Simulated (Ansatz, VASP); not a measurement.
# One calculation of HfN, two programs

```
Hf N
1.0
     0.00000    2.17814    2.17814
     2.17814    0.00000    2.17814
     2.17814    2.17814    0.00000
Hf N
1 1
Direct
  0.00000 0.00000 0.00000
  0.50000 0.50000 0.50000
```

Change from the starting cell: volume scaled by 0.9, PAW files.

Alike in both runs: task electric field gradients; functional LDA; k mesh 11 × 11 × 11; occupations fermi-dirac, width 0.03 eV; no spin polarisation.

|  | VASP | Ansatz |
| --- | --- | --- |
| version | VASP 6.6.1 | Ansatz 0.2.0 |
| potentials or method | VASP PAW LDA potentials, release 64 (Hf_pv, N) | PAW with Ansatz's default frozen-core files, scalar-relativistic |
| plane-wave cutoff (eV) | 520 | 420 |
| valence electrons in the cell | 15 | 31 |

|  | VASP | Ansatz | Ansatz less VASP |
| --- | --- | --- | --- |
| pressure (GPa) | 26.0 | 27.0 | +0.96 |
| Vzz of the field gradient on the site that differs most (V/Å²) | 0.0 | 0.0 | 0.00 |

The two sets of potentials don't hold the same shells in valence. Ansatz warned: «gradients_without_spin_orbit».

Caveats: so large a pressure means that the cell lies far from this level's equilibrium, or that cutoff or potentials fall short (VASP). The runs have no spin-orbit coupling, so splittings on Hf are missing.
